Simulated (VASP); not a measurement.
Wanted: the native input for a VASP 6.6.1 run.

- Task: single point
- Functional: PBE
- Potentials or basis: VASP PAW PBE potentials, release 64 (Ga_d)
- Cutoff: 520 eV
- k mesh: 6 × 6 × 2
- Occupations: gaussian, width 0.1 eV
- Spin: no spin polarisation
- Dipole correction: no
- Further INCAR settings: ALGO = Fast; EDIFF = 1e-06; NBANDS = 34

The structure of Ga lies in POSCAR:

```
Ga
1.0
    3.3740299462      0.0000000000      0.0000000000
   -1.6870149731      2.9219956465      0.0000000000
    0.0000000000      0.0000000000      8.6623392692
Ga
4
Direct
    0.3333333333      0.6666666667      0.1610000000
    0.6666666667      0.3333333333      0.6610000000
    0.3333333333      0.6666666667      0.3390000000
    0.6666666667      0.3333333333      0.8390000000
```

The cell was built by a generator and needn't be a form met in nature.

The input as run:

INCAR

```
SYSTEM = Ga
ALGO = Fast
EDIFF = 1E-6
ENCUT = 520
GGA = PE
ISIF = 2
ISMEAR = 0
LASPH = .TRUE.
LCHARG = .FALSE.
LREAL = .FALSE.
LWAVE = .FALSE.
NBANDS = 34
NELM = 100
PREC = Accurate
SIGMA = 0.1
```

KPOINTS

```
k-points
0
G
  6 6 2
  0 0 0
```

Potentials or basis: VASP PAW PBE potentials, release 64 (Ga_d).

The run is started by

```bash
$ cat potpaw_PBE.64/Ga_d/POTCAR > POTCAR
$ mpirun -np 1 vasp_std > vasp.out
```

It gave:

```yaml
Pressure: 71.3 GPa
Largest_force: 39.389 eV/Å
Band_gap_on_the_k_mesh: none (metal or under the smearing width)
```

Caveat: the k mesh is coarse (spacing up to 0.36 Å⁻¹), so the values aren't converged; a pressure of tens of GPa on the cell as given is suspect, and the run, the potentials or the cell itself is likely at fault; forces of over 1 eV/Å show positions far from the minimum, so gaps and moduli don't describe the material at rest.

It took 35 s on 1 thread of Intel(R) Xeon(R) Platinum 8488C (Sapphire Rapids) (shared host), peak memory 0.21 GiB.
